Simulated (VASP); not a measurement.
# C (Fd-3m) in VASP: further runs, part 2 of 2

VASP 6.6.1. The steps go on from the part before.

**3. Single point, LDA (grid = ENCUT=650 dk=0.45 cell=3x3x2 ISMEAR=0 SIGMA=0.05 LREAL=Auto EDIFF=1e-06)**

Contents of INCAR:

```
SYSTEM = SiC35
ALGO = Fast
EDIFF = 1E-6
ENCUT = 650
ISIF = 2
ISMEAR = 0
KPAR = 2
LASPH = .True.
LCHARG = .False.
LREAL = Auto
LWAVE = .False.
NBANDS = 84
NCORE = 1
NELM = 120
PREC = Accurate
SIGMA = 0.05
```

Contents of KPOINTS:

```
k-points
0
Gamma
  3 3 4
  0 0 0
```

Contents of POSCAR:

```
SiC35
1.0
    0.0000000000      5.3501100000      5.3501100000
    5.3501100000      0.0000000000      5.3501100000
    3.5667400000      3.5667400000      0.0000000000
Si C
1 35
Direct
    0.2500000000      0.2500000000      0.3750000000
    0.2500000000      0.2500000000      0.8750000000
    0.2500000000      0.5833333333      0.3750000000
    0.2500000000      0.5833333333      0.8750000000
    0.2500000000      0.9166666667      0.3750000000
    0.2500000000      0.9166666667      0.8750000000
    0.5833333333      0.2500000000      0.3750000000
    0.5833333333      0.2500000000      0.8750000000
    0.5833333333      0.5833333333      0.3750000000
    0.5833333333      0.5833333333      0.8750000000
    0.5833333333      0.9166666667      0.3750000000
    0.5833333333      0.9166666667      0.8750000000
    0.9166666667      0.2500000000      0.3750000000
    0.9166666667      0.2500000000      0.8750000000
    0.9166666667      0.5833333333      0.3750000000
    0.9166666667      0.5833333333      0.8750000000
    0.9166666667      0.9166666667      0.3750000000
    0.9166666667      0.9166666667      0.8750000000
    0.1666666667      0.1666666667      0.2500000000
    0.1666666667      0.1666666667      0.7500000000
    0.1666666667      0.5000000000      0.2500000000
    0.1666666667      0.5000000000      0.7500000000
    0.1666666667      0.8333333333      0.2500000000
    0.1666666667      0.8333333333      0.7500000000
    0.5000000000      0.1666666667      0.2500000000
    0.5000000000      0.1666666667      0.7500000000
    0.5000000000      0.5000000000      0.2500000000
    0.5000000000      0.5000000000      0.7500000000
    0.5000000000      0.8333333333      0.2500000000
    0.5000000000      0.8333333333      0.7500000000
    0.8333333333      0.1666666667      0.2500000000
    0.8333333333      0.1666666667      0.7500000000
    0.8333333333      0.5000000000      0.2500000000
    0.8333333333      0.5000000000      0.7500000000
    0.8333333333      0.8333333333      0.2500000000
    0.8333333333      0.8333333333      0.7500000000
```

Potentials or basis: VASP PAW LDA potentials, release 64 (Si, C).

The run is started by

```bash
$ cat potpaw_LDA.64/Si/POTCAR potpaw_LDA.64/C/POTCAR > POTCAR
$ mpirun -np 4 vasp_std > vasp.out
```

OUTCAR:

```text
SYSTEM = SiC35
   EDIFF = 1E-6
   ENCUT = 650
   ISIF = 2
   ISMEAR = 0
   LASPH = .True.
   LREAL = Auto
   NELM = 120
   PREC = Accurate

 Found     14 irreducible k-points:

 Following reciprocal coordinates:
            Coordinates               Weight
  0.000000  0.000000  0.000000      1.000000
  0.333333  0.000000  0.000000      4.000000
  0.333333  0.333333  0.000000      2.000000
 -0.333333  0.333333  0.000000      2.000000
  0.000000  0.000000  0.250000      2.000000
  0.333333  0.000000  0.250000      4.000000
   k-points           NKPTS =     14   k-points in BZ     NKDIM =     14   number of bands    NBANDS=     84
   number of dos      NEDOS =    301   number of ions     NIONS =     36
   total plane-waves  NPLWV = 172032
   dimension x,y,z NGX =    64 NGY =   64 NGZ =   42
   dimension x,y,z NGXF=   128 NGYF=  128 NGZF=   84
   ions per type =               1  35
   NGX,Y,Z   is equivalent  to a cutoff of  14.06, 14.06, 13.84 a.u.
   NGXF,Y,Z  is equivalent  to a cutoff of  28.12, 28.12, 27.68 a.u.
 SYSTEM =  SiC35
   PREC   = accura    normal or accurate (medium, high low for compatibility)
   ISTART =      0    job   : 0-new  1-cont  2-samecut
   ICHARG =      2    charge: 1-file 2-atom 10-const
   ISPIN  =      1    spin polarized calculation?
   LNONCOLLINEAR =      F non collinear calculations
   LSORBIT =      F    spin-orbit coupling
   LASPH  =      T    aspherical Exc in radial PAW
   ENCUT  =  650.0 eV  47.77 Ry    6.91 a.u.  15.73 15.73 10.49*2*pi/ulx,y,z
   NELM   =    120;   NELMIN=  2; NELMDL= -5     # of ELM steps
   EDIFF  = 0.1E-05   stopping-criterion for ELM
   LREAL  =      T    real-space projection
   EDIFFG = 0.1E-04   stopping-criterion for IOM
   NSW    =      0    number of steps for IOM
   IBRION =     -1    ionic relax: 0-MD 1-quasi-New 2-CG
   NFREE  =      0    steps in history (QN), initial steepest desc. (CG)
   ISIF   =      2    stress and relaxation
   ISYM   =      2    0-nonsym 1-usesym 2-fastsym
   POTIM  = 0.5000    time-step for ionic-motion
   TEBEG  =    0.0;   TEEND  =   0.0 temperature during run
   PSTRESS=    0.0 pullay stress
   NELECT =     144.0000    total number of electrons
   NUPDOWN=      -1.0000    fix difference up-down
   EMIN   =  10.00;   EMAX   =-10.00  energy-range for DOS
   EFERMI =   0.00;   METHOD = LEGACY
   ISMEAR =     0;   SIGMA  =   0.05  broadening in eV -4-tet -1-fermi 0-gaus
   EFERMI_NEDOS =   21; number of points for ismear=-14 and -15
   IALGO  =     68    algorithm
   IMIX   =      4    mixing-type and parameters
     AMIX     =   0.40;   BMIX     =  1.00
     AMIX_MAG =   1.60;   BMIX_MAG =  1.00
  volume/ion in A,a.u.               =       5.67        38.28
  Fermi-wavevector in a.u.,A,eV,Ry     =   1.457203  2.753714 28.891161  2.123440
  Thomas-Fermi vector in A             =   2.574032
   LORBIT       =      0    0 simple, 1 ext, 2 COOP (PROOUT), +10 PAW based schemes
   GGA     = CA    functional components
   LHFCALC =     F    Hartree Fock is set to
   AEXX    =    0.0000 exact exchange contribution
   IVDW    =     0    specifies the selected vdW correction
   LEPSILON=     F    determine dielectric tensor
   LRPA    =     F    only Hartree local field effects (RPA)
 non-spin polarized calculation
 RMM-DIIS sequential band-by-band and
 Gauss-broadening in eV      SIGMA  =   0.05
  energy-cutoff  :      650.00
  volume of cell :      204.19
 maximum number of plane-waves:      7705
   NGX = 31   NGY = 31   NGZ = 21

 number of electron     144.0000001 magnetization

 Free energy of the ion-electron system (eV)
  ---------------------------------------------------
  ext. energy  EPLUGINS =         0.00000000
  ---------------------------------------------------
  free energy    TOTEN  =      -352.18474067 eV

  energy without entropy =     -352.18474067  energy(sigma->0) =     -352.18474067

 E-fermi :  10.5137     XC(G=0): -13.5475

 val. band max:       10.2490240509   @ k =   0.0000   0.0000   0.0000
 cond. band min:      14.0810137185   @ k =   0.0000   0.0000   0.0000
 fundamental gap:      3.8319896676
 Fermi energy:        10.5136829382

 k-point     1 :       0.0000    0.0000    0.0000
  band No.  band energies     occupation
      1     -11.1883      2.00000
      2      -8.2444      2.00000
      3      -8.1994      2.00000
      4      -8.1721      2.00000
      5      -8.0466      2.00000
      6      -7.2031      2.00000
[... 511 lines left out ...]
     83      17.4604      0.00000
     84      17.5553      0.00000

 [... further k-points ...]

------------------------ aborting loop because EDIFF is reached ----------------------------------------

  FORCE on cell =-STRESS in cart. coord.  units (eV):
  Direction    XX          YY          ZZ          XY          YZ          ZX
  --------------------------------------------------------------------------------------
  -------------------------------------------------------------------------------------
  Total       16.7156585     16.7156585     16.6059227      0.0438824     -0.0062843     -0.0062843
  in kB      131.1617499    131.1617499    130.3006921      0.3443291     -0.0493103     -0.0493109
  external PRESSURE =     130.8747307 kB  Pullay stress =       0.0000000 kB

 VOLUME and BASIS-vectors are now :
 -----------------------------------------------------------------------------
  energy-cutoff  :      650.00
  volume of cell :      204.19
      direct lattice vectors                 reciprocal lattice vectors
     0.000000000  5.350110000  5.350110000    -0.093456022  0.093456022  0.093456022
     5.350110000  0.000000000  5.350110000     0.093456022 -0.093456022  0.093456022
     3.566740000  3.566740000  0.000000000     0.140184034  0.140184034 -0.140184034

 POSITION                                       TOTAL-FORCE (eV/Angst)
 -----------------------------------------------------------------------------------
      2.67505      2.67505      2.67505        -0.009353     -0.009353     -0.068576
      4.45843      4.45843      2.67505         0.007316      0.007316     -0.266812
      4.45842      2.67505      4.45842         0.344196     -0.140426      0.322826
      6.24179      4.45843      4.45842         0.138388     -0.340386      0.332552
      6.24180      2.67505      6.24180        -0.311549     -0.175511     -0.308997
      8.02517      4.45843      6.24180         0.133282      0.354550     -0.355710
[... 28 lines left out ...]
      5.35011      5.35011      8.91685         0.005275      0.005275     -0.130428
      7.13348      7.13348      8.91685        -0.004055     -0.004055      0.026325
 -----------------------------------------------------------------------------------
    total drift:                               -0.013664     -0.013664      0.012750

  FREE ENERGIE OF THE ION-ELECTRON SYSTEM (eV)
  ---------------------------------------------------
  free  energy   TOTEN  =      -352.1847406743 eV

  energy  without entropy=     -352.1847406743  energy(sigma->0) =     -352.18474067
```

It took 4.2 min on 4 MPI ranks of Intel Xeon Platinum 8488C (Sapphire Rapids), shared host; peak memory 0.33 GiB.

These settings aren't checked as converged: the numbers below hold their error.

Results:

- Free energy: -352.1847 eV
- Pressure: 13.1 GPa
- Largest force: 12.594 eV/Å
- Band gap on the k mesh: 3.83 eV, direct

**4. Single point, PBE**

This run uses another cell than the first one: it holds 2 atoms, not 36.

Contents of INCAR:

```
PREC = Accurate
ENCUT = 520
EDIFF = 1E-7
ISMEAR = 0
SIGMA = 0.028999999999999998
LREAL = False
LASPH = True
NELM = 60
ALGO = Normal
ISIF = 2
LWAVE = False
LCHARG = False
GGA = PE
NBANDS = 11
```

Contents of KPOINTS:

```
regular mesh
0
Gamma
  13 13 13
```

Contents of POSCAR:

```
C
1.0
    0.0000000000      1.7833700000      1.7833700000
    1.7833700000      0.0000000000      1.7833700000
    1.7833700000      1.7833700000      0.0000000000
C
2
Direct
    0.7500000000      0.7500000000      0.7500000000
    0.5000000000      0.5000000000      0.5000000000
```

Potentials or basis: VASP PAW PBE potentials, release 64 (C).

The run is started by

```bash
$ cat potpaw_PBE.64/C/POTCAR > POTCAR
$ mpirun -np 1 vasp_std > vasp.out
```

OUTCAR:

```text
PREC = Accurate
   ENCUT = 520
   EDIFF = 1E-7
   ISMEAR = 0
   LREAL = False
   LASPH = True
   NELM = 60
   ISIF = 2
   GGA = PE

 ion  position               nearest neighbor table
   1  0.750  0.750  0.750-   2 1.54   2 1.54   2 1.54   2 1.54
   2  0.500  0.500  0.500-   1 1.54   1 1.54   1 1.54   1 1.54

  LATTYP: Found a face centered cubic cell.
 ALAT       =     3.5667400000

  Lattice vectors:

 A1 = (   0.0000000000,   1.7833700000,   1.7833700000)
 A2 = (   1.7833700000,   0.0000000000,   1.7833700000)
 A3 = (   1.7833700000,   1.7833700000,   0.0000000000)

Analysis of symmetry for initial positions (statically):
=====================================================================
 Subroutine PRICEL returns:
 Original cell was already a primitive cell.

 Routine SETGRP: Setting up the symmetry group for a
 face centered cubic supercell.

 Subroutine GETGRP returns: Found 48 space group operations
 (whereof 24 operations were pure point group operations)
 out of a pool of 48 trial point group operations.

The static configuration has the point symmetry T_d .
 The point group associated with its full space group is O_h .

Analysis of symmetry for dynamics (positions and initial velocities):
=====================================================================
 Subroutine PRICEL returns:
 Original cell was already a primitive cell.

 Routine SETGRP: Setting up the symmetry group for a
 face centered cubic supercell.

 Subroutine GETGRP returns: Found 48 space group operations
 (whereof 24 operations were pure point group operations)
 out of a pool of 48 trial point group operations.

The dynamic configuration has the point symmetry T_d .
 The point group associated with its full space group is O_h .

 Subroutine INISYM returns: Found 48 space group operations
 (whereof 24 operations are pure point group operations),
 and found     1 'primitive' translations

----------------------------------------------------------------------------------------
[... 121 lines left out ...]
   IVDW    =     0    specifies the selected vdW correction
   LEPSILON=     F    determine dielectric tensor
   LRPA    =     F    only Hartree local field effects (RPA)
 non-spin polarized calculation
 Gauss-broadening in eV      SIGMA  =   0.03
  energy-cutoff  :      520.00
  volume of cell :       11.34
 maximum number of plane-waves:       322
   NGX =  9   NGY =  9   NGZ =  9

 number of electron       7.9999999 magnetization

 Free energy of the ion-electron system (eV)
  ---------------------------------------------------
  ext. energy  EPLUGINS =         0.00000000
  ---------------------------------------------------
  free energy    TOTEN  =       -18.18525573 eV

  energy without entropy =      -18.18525573  energy(sigma->0) =      -18.18525573

 E-fermi :   9.8941     XC(G=0): -13.2509

 val. band max:        9.7301062732   @ k =   0.0000   0.0000   0.0000
 cond. band min:      13.8718908172   @ k =   0.3846   0.3846   0.0000
 fundamental gap:      4.1417845440
 Fermi energy:         9.8941006822

 k-point     1 :       0.0000    0.0000    0.0000
  band No.  band energies     occupation
      1     -11.7473      2.00000
      2       9.7301      2.00000
      3       9.7301      2.00000
      4       9.7301      2.00000
      5      15.3200      0.00000
      6      15.3200      0.00000
      7      15.3200      0.00000
      8      23.0620      0.00000
      9      29.0239      0.00000
     10      36.2645      0.00000
     11      36.2645      0.00000
[... 309 lines left out ...]
 k-point    24 :       0.4615    0.1538    0.0000
  band No.  band energies     occupation
      1      -6.7339      2.00000
      2      -1.5075      2.00000
      3       5.2987      2.00000
      4       5.8280      2.00000
      5      16.8132      0.00000
      6      20.3145      0.00000
      7      20.6233      0.00000
      8      23.6483      0.00000
      9      30.3377      0.00000
     10      33.0166      0.00000
     11      36.8014      0.00000

 [... further k-points ...]

------------------------ aborting loop because EDIFF is reached ----------------------------------------

  FORCE on cell =-STRESS in cart. coord.  units (eV):
  Direction    XX          YY          ZZ          XY          YZ          ZX
  --------------------------------------------------------------------------------------
  -------------------------------------------------------------------------------------
  Total        0.1740753      0.1740753      0.1740753     -0.0000000      0.0000000     -0.0000000
  in kB       24.5863175     24.5863175     24.5863175     -0.0000000      0.0000000     -0.0000000
  external PRESSURE =      24.5863175 kB  Pullay stress =       0.0000000 kB

 VOLUME and BASIS-vectors are now :
 -----------------------------------------------------------------------------
  energy-cutoff  :      520.00
  volume of cell :       11.34
      direct lattice vectors                 reciprocal lattice vectors
     0.000000000  1.783370000  1.783370000    -0.280368067  0.280368067  0.280368067
     1.783370000  0.000000000  1.783370000     0.280368067 -0.280368067  0.280368067
     1.783370000  1.783370000  0.000000000     0.280368067  0.280368067 -0.280368067

 POSITION                                       TOTAL-FORCE (eV/Angst)
 -----------------------------------------------------------------------------------
      2.67505      2.67505      2.67505         0.000000      0.000000      0.000000
      1.78337      1.78337      1.78337        -0.000000     -0.000000     -0.000000
 -----------------------------------------------------------------------------------
    total drift:                                0.000000     -0.000000      0.000000

  FREE ENERGIE OF THE ION-ELECTRON SYSTEM (eV)
  ---------------------------------------------------
  free  energy   TOTEN  =       -18.1852557281 eV

  energy  without entropy=      -18.1852557281  energy(sigma->0) =      -18.18525573
```

It took 5.7 s on 1 thread of Intel Xeon 6975P-C (Granite Rapids), shared host; peak memory 0.12 GiB.

Results:

* Free energy: -18.1853 eV
* Pressure: 2.5 GPa
* Band gap on the k mesh: 4.14 eV, indirect (least direct gap 5.59 eV)

Caveat: an odd mesh through Γ misses points on the zone boundary, where band edges often lie.

**5. The reference run**

An earlier run on the cell as given: functional PBE; potentials or basis VASP PAW PBE potentials, release 64 (C); cutoff 520 eV; k mesh 13 × 13 × 13; occupations fermi-dirac, width 0.05 eV; no spin polarisation.

- Pressure: 2.5 GPa
- Band gap on the k mesh: 4.14 eV, indirect (least direct gap 5.59 eV)
